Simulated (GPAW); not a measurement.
# KBr (Fm-3m): G0W0 on several meshes in GPAW

How does the mesh move the gap of KBr (Fm-3m)?

Main program and level: GPAW 26.7.0; PBE and many-body steps on it, plane waves.

## (1) Starting point

The structure is cubic, space group Fm-3m (No. 225). The conventional cell has a = 6.600 Å, b = 6.600 Å, c = 6.600 Å, α = 90.00°, β = 90.00°, γ = 90.00°. K has 6 Br at 3.30 Å nearest. Br has 6 K at 3.30 Å nearest. Farther neighbours and most contacts between anions are not listed.

Structure file:

```xyz
2
Lattice="0.0000 3.3000 3.3000 3.3000 0.0000 3.3000 3.3000 3.3000 0.0000" Properties=species:S:1:pos:R:3 pbc="T T T"
K     0.0000    0.0000    0.0000
Br    3.3000    3.3000    3.3000
```

The cell and positions come from the Crystallography Open Database and are kept as given unless a step says otherwise.

## (2) Empty states on the mesh, 4×4×4 mesh, 1078 bands

This step: GPAW 26.7.0; DFT, PBE, plane waves, PAW.

The sums over transitions need many empty states on a uniform mesh; this step solves for them.

The input, run.py:

```python
import json
import numpy as np
from gpaw.mpi import world
from gpaw import GPAW

calc = GPAW('gs.gpw').fixed_density(kpts={'size': (4, 4, 4), 'gamma': True},
    parallel={'domain': 1, 'band': 1},
    txt='nscf.txt')
calc.diagonalize_full_hamiltonian(nbands=1078)
calc.write('full.gpw', mode='all')
res = {}
kpts = calc.get_ibz_k_points()
res['kpts'] = kpts
res['eigenvalues'] = [calc.get_eigenvalues(kpt=k) for k in range(len(kpts))]
res['n_electrons'] = calc.get_number_of_electrons()

if world.rank == 0:
    with open('result.json', 'w') as f:
        json.dump(res, f, default=lambda x: x.tolist())
```

The run is started by

```bash
mpirun -n 8 gpaw python run.py
```

Numbers of over 12 decimals in the logs are rounded to 6 here.

The log of the run:

```text
Diagonalizing LCAO Hamiltonian
Converting LCAO to pw mode
convergence criteria:
- Maximum integral of absolute [eigenst]ate change: 4e-08 eV^2 / valence electron
maximum number of iterations: 100

SCF iterations
|iter     |     time |      energy | eigst |  dens |
|iter:   1|  |             | +1.58 |       |
|iter:   2|  |             | +0.62 |       |
|iter:   3|  |             | -0.11 |       |
[...]
|iter:  29|  |             | -7.14 |       |
|iter:  30|  |             | -7.26 |       |
|iter:  31|  |             | -7.43c|       |
SCF steps: 31
  __  _  _
 | _ |_)|_||  |
 |__||  | ||/\| - 26.7.0

Input parameters:
  mode=PW(ecut=450.000000),
  convergence={'density': 1e-06, 'bands': -3},
  gpts=array([24, 24, 24]),
  kpts=MonkhorstPack(size=(4, 4, 4), gamma=True),
  maxiter=100,
  nbands=15,
  occupations=Occupations(name='fermi-dirac', width=0.001, fixmagmom=False),
  parallel={'domain': 1, 'band': 1},
  xc=XC(name='PBE')
Matrix size: 1471x1471
# Writing to full.gpw (mode='all')
  [... matrices ...]

timing:  # [seconds]
  Total: 11.430  # ━━━━━━━━━━━━━━━━━━━━━━━━━━━━━━━━━━━━━━━━━━━━━━━━━━━━━━━━━━
```

The job ended after 18 s (8 MPI ranks of Arm Neoverse V1, shared host; peak memory 2.6 GiB; 2.2 min of CPU time).

This step gave:

```yaml
gap: 4.442 eV
k_of_the_valence_top: 0, 0, 0
k_of_the_conduction_bottom: 0, 0, 0
least_direct_gap: 4.442 eV
k_points_computed: 8
lowest_point_of_the_top_converged_band_above_the_valence_top: 345.7692 eV
```

On this mesh the gap is 4.442 eV.

## (3) 4×4×4

Now the one-shot GW correction: screening in the RPA, then the self-energy of the levels asked for.

This step: G0W0 on PBE, plane waves, PAW.

The input, run.py:

```python
import json
import numpy as np
from gpaw.mpi import world
from gpaw.response.g0w0 import G0W0

gw = G0W0('full.gpw',
    filename='gw',
    kpts=[0],
    bands=(6, 10),
    ecut=105,
    nbands=175,
    integrate_gamma='WS',
    ppa=True)
gw.calculate()
res = {mode: {k: v for k, v in r.items() if k != 'sigma_eskwn'}
       for mode, r in gw.all_results.items()}

if world.rank == 0:
    with open('result.json', 'w') as f:
        json.dump(res, f, default=lambda x: x.tolist())
```

The run is started by

```bash
mpirun -n 8 gpaw python run.py
```

The log of the run:

```text
Using integrator: PointIntegrator
FrequencyGridDescriptor(from 0.000+0.000j to 0.000+27.211j eV, 2 points)
Nonperiodic BCs:  [False False False]
Using integrator: PointIntegrator
FrequencyGridDescriptor(from 0.000+0.000j to 0.000+27.211j eV, 2 points)
Nonperiodic BCs:  [False False False]
  ___  _ _ _
 |   || | | |
 | | || | | |
 |__ ||_____|
 |___|

BZ k-points: Symmetries present (total): 48

  [... matrices ...]
64 k-points: 4 x 4 x 4 Monkhorst-Pack grid + [1/8,1/8,1/8]
8 k-points in the irreducible part of the Brillouin zone
       k-points in crystal coordinates                weights
   0:     0.00000000    0.00000000    0.00000000          1/64
   1:     0.25000000    0.25000000    0.00000000          6/64
   2:     0.25000000    0.25000000    0.25000000          8/64
   3:     0.50000000    0.25000000   -0.25000000          6/64
   4:     0.50000000    0.25000000    0.25000000         12/64
   5:     0.50000000    0.50000000    0.00000000          3/64
   6:     0.50000000    0.50000000    0.25000000         24/64
   7:     0.50000000    0.50000000    0.50000000          4/64

Distributing spins, k-points and bands (1 x 1 x 4) over 8 processes
Number of blocks: 1

Quasi particle states:
k-points (IBZ indices): [0]
Band range: (6, 10)
  [... matrices ...]
Computational parameters:
Plane wave cut-off: 105 eV
Number of bands: 175
Coulomb cutoff: None
Broadening: 0.1 eV

fxc modes: GW
Kernel: RPA
Using Godby-Needs plasmon-pole approximation:
  Fitting energy: i*E0, E0 = 1.000 Hartree
Summing all q:

Calculating screened Coulomb potential
No Coulomb truncation
FrequencyGridDescriptor(from 0.000+0.000j to 0.000+27.211j eV, 2 points)
Removing empty qpoint cache files...

Calculating chi0 body with:
    Ground state adapter containing:
    Number of spins: 1
    Number of kpoints: 64
    Number of irreducible kpoints: 8
    Number of completely occupied states: 8
    Number of partially occupied states: 8
    Occupied states memory: 1.6875 M / cpu

    Linear response parametrization:
    q_c: [0.0, 0.0, 0.0]
    Number of frequency points: 2
    Planewave cutoff: 105.0
    Number of bands: 175
    Number of planewaves: 169
    Broadening (eta): 1e-06
    comm.size: 8
    kncomm.size: 8
    blockcomm.size: 1

    Memory estimate of potentially large arrays:
        chi0_wGG: 0.871613 M / cpu
Integrating chi0 body.

Symmetries of q_c:
    Direct symmetries (Uq -> q): 48
    Indirect symmetries (TUq -> q): 0
In total 48 allowed symmetries.

  [... matrices ...]
8 groups of equivalent kpoints. 87.5% reduction.

Integral kind: response function
Integrating chi0 head and wings.

Symmetries of q_c:
    Direct symmetries (Uq -> q): 48
    Indirect symmetries (TUq -> q): 0
In total 48 allowed symmetries.

  [... matrices ...]
8 groups of equivalent kpoints. 87.5% reduction.

Integral kind: response function wings

Calculating chi0 body with:
    Ground state adapter containing:
    Number of spins: 1
    Number of kpoints: 64
    Number of irreducible kpoints: 8
    Number of completely occupied states: 8
    Number of partially occupied states: 8
    Occupied states memory: 1.6875 M / cpu

    Linear response parametrization:
[... the further q-points ...]

Results:
f:      Occupation numbers
eps:     KS-eigenvalues [eV]
vxc:     KS vxc [eV]
exx:     Exact exchange [eV]
sigma:   Self-energies [eV]
dsigma:  Self-energy derivatives
Z:       Renormalization factors
qp:      QP-energies [eV]

k-point 0 (0): (0.000, 0.000, 0.000)                GW
band       f     eps     vxc     exx   sigma  dsigma       Z      qp
                                                                   GW
   6   1.000  -0.198 -15.562 -19.429   1.625  -0.213   0.825  -2.046
   7   1.000  -0.198 -15.562 -19.429   1.624  -0.213   0.825  -2.046
   8   0.000   4.244  -7.850  -4.294  -2.861  -0.146   0.873   4.851
   9   0.000   7.404  -8.823  -4.131  -3.066  -0.152   0.868   8.816
```

It took 41 s on 8 MPI ranks; peak memory 2.3 GiB; 5.1 min of CPU time.

Numbers from this step:

| Item | Value |
| --- | --- |
| G0W0 gap on the points computed | 6.897 eV |
| least direct G0W0 gap on the computed points | 6.897 eV |
| Z at the valence top | 0.8247 |
| Z at the conduction bottom | 0.8729 |
| starting gap on the mesh | 4.442 eV |
| k of the valence top | 0, 0, 0 |
| k of the conduction bottom | 0, 0, 0 |

The gap on the mesh goes from 4.44 eV to 6.90 eV, a correction of +2.46 eV.

## (4) Empty states on the mesh, 6×6×6 mesh, 185 bands

This step: DFT, PBE, plane waves, PAW.

The input, run.py:

```python
import json
import numpy as np
from gpaw.mpi import world
from gpaw import GPAW

calc = GPAW('gs.gpw').fixed_density(kpts={'size': (6, 6, 6), 'gamma': True},
    parallel={'domain': 1, 'band': 1},
    txt='nscf.txt')
calc.diagonalize_full_hamiltonian(nbands=185)
calc.write('full.gpw', mode='all')
res = {}
kpts = calc.get_ibz_k_points()
res['kpts'] = kpts
res['eigenvalues'] = [calc.get_eigenvalues(kpt=k) for k in range(len(kpts))]
res['n_electrons'] = calc.get_number_of_electrons()

if world.rank == 0:
    with open('result.json', 'w') as f:
        json.dump(res, f, default=lambda x: x.tolist())
```

The run is started by

```bash
mpirun -n 8 gpaw python run.py
```

The log of the run:

```text
Diagonalizing LCAO Hamiltonian
Converting LCAO to pw mode
convergence criteria:
- Maximum integral of absolute [eigenst]ate change: 4e-08 eV^2 / valence electron
maximum number of iterations: 100

SCF iterations
|iter     |     time |      energy | eigst |  dens |
|iter:   1|  |             | +1.59 |       |
|iter:   2|  |             | +0.55 |       |
|iter:   3|  |             | -0.22 |       |
[...]
|iter:  27|  |             | -7.05 |       |
|iter:  28|  |             | -7.25 |       |
|iter:  29|  |             | -7.51c|       |
SCF steps: 29
  __  _  _
 | _ |_)|_||  |
 |__||  | ||/\| - 26.7.0

Input parameters:
  mode=PW(ecut=450.000000),
  convergence={'density': 1e-06, 'bands': -3},
  gpts=array([24, 24, 24]),
  kpts=MonkhorstPack(size=(6, 6, 6), gamma=True),
  maxiter=100,
  nbands=15,
  occupations=Occupations(name='fermi-dirac', width=0.001, fixmagmom=False),
  parallel={'domain': 1, 'band': 1},
  xc=XC(name='PBE')
Matrix size: 1531x1531
# Writing to full.gpw (mode='all')
  [... matrices ...]

timing:  # [seconds]
  Total: 13.785  # ━━━━━━━━━━━━━━━━━━━━━━━━━━━━━━━━━━━━━━━━━━━━━━━━━━━━━━━━━━
```

Elapsed: 20 s, on 8 MPI ranks; peak memory 2.7 GiB; 2.4 min of CPU time.

This step gave:

- gap: 4.442 eV
- k of the valence top: 0, 0, 0
- k of the conduction bottom: 0, 0, 0
- least direct gap: 4.442 eV
- k points computed: 16
- lowest point of the top converged band, above the valence top: 101.1476 eV

On this mesh the gap is 4.442 eV.

## (5) 6×6×6

This step: G0W0 on PBE, plane waves, PAW.

The input, run.py:

```python
import json
import numpy as np
from gpaw.mpi import world
from gpaw.response.g0w0 import G0W0

gw = G0W0('full.gpw',
    filename='gw',
    kpts=[0],
    bands=(6, 10),
    ecut=105,
    nbands=175,
    integrate_gamma='WS',
    ppa=True)
gw.calculate()
res = {mode: {k: v for k, v in r.items() if k != 'sigma_eskwn'}
       for mode, r in gw.all_results.items()}

if world.rank == 0:
    with open('result.json', 'w') as f:
        json.dump(res, f, default=lambda x: x.tolist())
```

The run is started by

```bash
mpirun -n 8 gpaw python run.py
```

The log of the run:

```text
Using integrator: PointIntegrator
FrequencyGridDescriptor(from 0.000+0.000j to 0.000+27.211j eV, 2 points)
Nonperiodic BCs:  [False False False]
Using integrator: PointIntegrator
FrequencyGridDescriptor(from 0.000+0.000j to 0.000+27.211j eV, 2 points)
Nonperiodic BCs:  [False False False]
  ___  _ _ _
 |   || | | |
 | | || | | |
 |__ ||_____|
 |___|

BZ k-points: Symmetries present (total): 48

  [... matrices ...]
216 k-points: 6 x 6 x 6 Monkhorst-Pack grid + [1/12,1/12,1/12]
16 k-points in the irreducible part of the Brillouin zone
       k-points in crystal coordinates                weights
   0:     0.00000000    0.00000000    0.00000000          1/216
   1:     0.16666667    0.16666667    0.00000000          6/216
   2:     0.16666667    0.16666667    0.16666667          8/216
[...]
9:     0.50000000    0.33333333   -0.16666667         12/216
          ...
  15:     0.50000000    0.50000000    0.50000000          4/216

Distributing spins, k-points and bands (1 x 1 x 4) over 8 processes
Number of blocks: 1

Quasi particle states:
k-points (IBZ indices): [0]
Band range: (6, 10)
  [... matrices ...]
Computational parameters:
Plane wave cut-off: 105 eV
Number of bands: 175
Coulomb cutoff: None
Broadening: 0.1 eV

fxc modes: GW
Kernel: RPA
Using Godby-Needs plasmon-pole approximation:
  Fitting energy: i*E0, E0 = 1.000 Hartree
Summing all q:

Calculating screened Coulomb potential
No Coulomb truncation
FrequencyGridDescriptor(from 0.000+0.000j to 0.000+27.211j eV, 2 points)
Removing empty qpoint cache files...

Calculating chi0 body with:
    Ground state adapter containing:
    Number of spins: 1
    Number of kpoints: 216
    Number of irreducible kpoints: 16
    Number of completely occupied states: 8
    Number of partially occupied states: 8
    Occupied states memory: 1.6875 M / cpu

    Linear response parametrization:
    q_c: [1.3877787807814457e-17, 1.3877787807814457e-17, 1.3877787807814457e-17]
    Number of frequency points: 2
    Planewave cutoff: 105.0
    Number of bands: 175
    Number of planewaves: 169
    Broadening (eta): 1e-06
    comm.size: 8
    kncomm.size: 8
    blockcomm.size: 1

    Memory estimate of potentially large arrays:
        chi0_wGG: 0.871613 M / cpu
Integrating chi0 body.

Symmetries of q_c:
    Direct symmetries (Uq -> q): 48
    Indirect symmetries (TUq -> q): 0
In total 48 allowed symmetries.

  [... matrices ...]
16 groups of equivalent kpoints. 92.592593% reduction.

Integral kind: response function
Integrating chi0 head and wings.

Symmetries of q_c:
    Direct symmetries (Uq -> q): 48
    Indirect symmetries (TUq -> q): 0
In total 48 allowed symmetries.

  [... matrices ...]
16 groups of equivalent kpoints. 92.592593% reduction.

Integral kind: response function wings

Calculating chi0 body with:
    Ground state adapter containing:
    Number of spins: 1
    Number of kpoints: 216
    Number of irreducible kpoints: 16
    Number of completely occupied states: 8
    Number of partially occupied states: 8
[... the further q-points ...]

Results:
f:      Occupation numbers
eps:     KS-eigenvalues [eV]
vxc:     KS vxc [eV]
exx:     Exact exchange [eV]
sigma:   Self-energies [eV]
dsigma:  Self-energy derivatives
Z:       Renormalization factors
qp:      QP-energies [eV]

k-point 0 (0): (0.000, 0.000, 0.000)                GW
band       f     eps     vxc     exx   sigma  dsigma       Z      qp
                                                                   GW
   6   1.000  -0.198 -15.562 -19.422   1.622  -0.213   0.824  -2.042
   7   1.000  -0.198 -15.562 -19.422   1.622  -0.213   0.824  -2.042
   8   0.000   4.244  -7.850  -4.306  -2.851  -0.145   0.873   4.848
   9   0.000   7.404  -8.823  -4.132  -3.063  -0.152   0.868   8.818
```

Wall time 2.5 min (8 MPI ranks); peak memory 2.4 GiB.

This step gave:

* G0W0 gap on the points computed: 6.890 eV
* least direct G0W0 gap on the computed points: 6.890 eV
* Z at the valence top: 0.8241
* Z at the conduction bottom: 0.8731
* starting gap on the mesh: 4.442 eV
* k of the valence top: 0, 0, 0
* k of the conduction bottom: 0, 0, 0

Against G0W0 in GPAW (4×4×4 mesh, 175 bands, screening to 105 eV, Godby-Needs plasmon pole), the gap moves by −0.007 eV.

## (6) The runs together

Times are wall times on 8 MPI ranks of Arm Neoverse V1, shared host, good to a factor of about two.

| run | mesh | bands | screening cutoff (eV) | DFT gap (eV) | gap on the mesh (eV) | direct (eV) | time |
| --- | --- | --- | --- | --- | --- | --- | --- |
| 4×4×4 | 4×4×4 | 175 | 105 | 4.442 | 6.897 | 6.897 | 41 s |
| 6×6×6 | 6×6×6 | 175 | 105 | 4.442 | 6.890 | 6.890 | 2.5 min |

## (7) What came out

| Property | Result |
| --- | --- |
| 4×4×4 | 6.897 eV |
| 6×6×6 | 6.890 eV |
| known limits | not at the basis limit; no spin-orbit coupling |

What this shows: 6×6×6: −0.007 eV against 4×4×4. Bands and cutoff are finite, so the gap is not at the basis limit. The miss can reach some tenths of an eV and take either sign; the mesh is an error of its own. These stock PAW sets were not made for GW; the filled d or f shell of Br lies in the frozen core, which bears on start and correction. In the G0W0 runs levels were corrected at 1 k point alone, so a gap called «on the mesh» is the least over those, and an edge elsewhere would be missed. The many-body steps are scalar-relativistic: spin-orbit coupling is not in them.

[Paths, hosts, dates, memory and timing lines, banners, echoed tables and standing remarks are left out of the program output.]

[Logs are printed without paths, hosts, clocks, repeated set-up lines and the standing remarks that a program may print on its own settings, such as how far it seeks lower states.]

[Runs of the session that timed out or met a known fault of the program may be left out.]

[Hosts, paths, dates, database ids (printed as entryN), source tags and the programs' standing remarks are cut or masked in the printed files.]
